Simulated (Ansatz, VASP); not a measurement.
In in VASP and in Ansatz

The input INCAR:

```
PREC = Accurate ; ENCUT = 520
EDIFF = 1E-7 ; ISMEAR = -1
SIGMA = 0.1 ; LREAL = False
LASPH = True ; NELM = 60
ALGO = Normal ; ISIF = 2
LWAVE = False ; LCHARG = True
GGA = RE ; LELF = True
LVHAR = True ; NBANDS = 12
```

The input KPOINTS:

```
Automatic mesh
0
Gamma
  13 13 13
```

Contents of POSCAR:

```
In
1.0
   -1.8778553534      1.8778553534      1.8778553534
    1.8778553534     -1.8778553534      1.8778553534
    1.8778553534      1.8778553534     -1.8778553534
In
1
Direct
    0.0000000000      0.0000000000      0.0000000000
```

Input for Ansatz:

```yaml
crystal:
  lattice:
    - [-1.8778553534, 1.8778553534, 1.8778553534]
    - [1.8778553534, -1.8778553534, 1.8778553534]
    - [1.8778553534, 1.8778553534, -1.8778553534]
  atoms:
    - { symbol: In, position: [0.0, 0.0, 0.0] }
hamiltonian:
  xc: revpbe
  pseudopotentials:
    kind: paw
    azcp:
      In: "pseudopotentials/In.paw.azcp"
basis:
  ecutwfc: 420
  fft_grid_basis: typed
kpoints:
  mp_grid: { grid: [13, 13, 13], shift: [0, 0, 0] }
magnetization:
  spin_polarized: false
scf:
  occupations: { method: fermi_dirac, width: 0.1 }
  lower_state_search: "off"
output:
  stress: true
```

Alike in both runs: task single point; functional revPBE; k mesh 13 × 13 × 13; occupations fermi-dirac, width 0.1 eV; no spin polarisation.

```csv
,VASP,Ansatz
version,VASP 6.6.1,Ansatz 0.2.0
potentials or method,"VASP PAW PBE potentials, release 64 (In_d)","plane waves (420 eV) with PAW, scalar-relativistic"
plane-wave cutoff (eV),520,420
valence electrons in the cell,13,13
```

```csv
,VASP,Ansatz,Ansatz less VASP
pressure (GPa),3.0,3.0,+0.03
```

The functional is the same, so the differences come from potentials, cutoffs and numerics.

Caveats: the PAW data sets were made with another functional, which shifts forces and pressure a little (VASP).
